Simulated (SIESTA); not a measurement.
KTaO3:

```
Ta K O
1.0
     3.98830    0.00000    0.00000
     0.00000    3.98830    0.00000
     0.00000    0.00000    3.98830
Ta K O
1 1 3
Cartesian
  0.0000 0.0000 0.0000
  1.9942 1.9942 1.9942
  0.0000 0.0000 1.9942
  0.0000 1.9942 0.0000
  1.9942 0.0000 0.0000
```

Base run:

* Program: SIESTA 5.4.2
* Functional: BLYP
* Potentials or basis: PseudoDojo 0.4 standard (PBE files)
* Basis: DZP (energy shift 0.003 Ry; two zetas on semicore shells; d shell added on K)
* Grid cutoff: 800 Ry
* Energy shift: 0.003 Ry
* k mesh: 7 × 7 × 7
* Occupations: fermi-dirac, width 0.05 eV
* Spin: no spin polarisation

Its results: band gap on the k mesh 2.05 eV, indirect (least direct gap 2.56 eV); pressure 13.3 GPa.

Question: After a change of settings the same cell gave: band gap on the k mesh 1.98 eV, indirect (least direct gap 2.49 eV); pressure 3.6 GPa. Which change was it?
A. functional from BLYP to vdW-DF-cx
B. functional from BLYP to AM05; potentials or basis from PseudoDojo 0.4 standard (PBE files) to PseudoDojo 0.4 standard (PBEsol files)
C. functional from BLYP to PBEsol; potentials or basis from PseudoDojo 0.4 standard (PBE files) to PseudoDojo 0.4 standard (PBEsol files)

Answer: A.

Caveats: short orbitals over semicore shells can move pressures by several GPa; the potentials were made for another functional, which shifts forces and pressure; spin-orbit coupling is left out, which moves the levels of the heavy elements; the basis of atomic orbitals isn't converged, which shifts pressures, moduli and gaps.
